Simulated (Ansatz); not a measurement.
MgF$_{2}$:
```
CELL_PARAMETERS angstrom
      4.62226     0.00000     0.00000
      0.00000     4.62226     0.00000
      0.00000     0.00000     3.04641
ATOMIC_POSITIONS crystal
  Mg 0.00000 0.00000 0.00000
  Mg 0.50000 0.50000 0.50000
  F  0.30298 0.30298 0.00000
  F  0.19702 0.80298 0.50000
  F  0.69702 0.69702 0.00000
  F  0.80298 0.19702 0.50000
```

x, y and z are the axes in which the lattice vectors are written.

Question: Give the high-frequency dielectric tensor and the Born effective charge tensors of the independent atoms from DFPT, plane-wave PAW r²SCAN (Ansatz code).

Answer: 
ε∞:
```
1.94  0.00  0.00
0.00  1.94  0.00
0.00  0.00  1.97
```
Z* of atom 1 (Mg), rows: field, columns: displacement, in e:
```
1.98  0.04  0.00
0.04  1.98  0.00
0.00  0.00  2.07
```
Z* of atom 3 (F), rows: field, columns: displacement, in e:
```
-0.99  -0.20   0.00
-0.20  -0.99   0.00
 0.00   0.00  -1.03
```

Static charges for comparison (Bader): Mg1 +1.80, F3 -0.90 e. Born charges measure polarisation by displacement and can exceed these by far.

Space group P4_2/mnm (rutile). The r²SCAN relaxation kept the symmetry of its start; of distortions, only those at the zone centre were tested.

Potentials: the later of the program's two PAW sets.
